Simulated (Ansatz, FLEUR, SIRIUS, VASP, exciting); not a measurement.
**One calculation of CdS, 9 ways**

```
Cd S
1.0
     4.15000    0.00000    0.00000
    -2.07500    3.59401    0.00000
     0.00000    0.00000    6.73700
Cd S
2 2
Direct
  0.66667 0.33333 0.50000
  0.33333 0.66667 0.00000
  0.66667 0.33333 0.87500
  0.33333 0.66667 0.37500
```

Alike in all runs: task band structure; functional PBE; k mesh 7 × 7 × 4; occupations fermi-dirac, width 0.05 eV; no spin polarisation; no spin-orbit coupling. Pressure is positive in compression and, in plane waves, holds the error of the finite cutoff, which Ansatz's Pulay term estimates and takes out. Gaps are the smaller of the mesh's and the band path's.

```csv
program and potentials,plane-wave cutoff (eV),notes,band gap (eV),pressure (GPa),largest force (eV/Å)
"VASP, PBE PAW files Cd, S, release 54, 520 eV",520,9 valence electrons an atom on average,1.20,2.41,0.069
"VASP, PBE PAW files Cd, S_h, 900 eV",900,9 valence electrons an atom on average,?,?,?
"VASP, PBE PAW files Cd, S, release 54, 500 eV",500,9 valence electrons an atom on average,1.20,2.41,0.069
"Ansatz, PseudoDojo stringent (PBE files)",1633,13 valence electrons an atom on average; Pulay term of +0.06 GPa included,1.20,2.09,0.068
"Ansatz, PseudoDojo standard (PBE files)",1388,13 valence electrons an atom on average; Pulay term of +0.04 GPa included,1.20,2.12,0.068
"SIRIUS, all-electron FP-LAPW (Koelling-Harmon valence), apw+lo standard",-,-,1.19,-,0.070
"exciting, all-electron LAPW+lo, shipped species files, valence relativity iora*",-,-,1.19,-,-
"SIRIUS, all-electron FP-LAPW (ZORA valence), apw+lo standard",-,-,1.19,-,0.070
"FLEUR, all-electron, FLAPW",-,-,1.20,-,-
```

Q: Estimate from the other rows what the run with VASP, PBE PAW files Cd, S_h, 900 eV gave.

A: Band gap 1.20 eV; pressure 2.45 GPa; largest force 0.070 eV/Å. The other rows, which needn't bracket it: band gap 1.19 to 1.20; pressure 2.09 to 2.41; largest force 0.068 to 0.070.
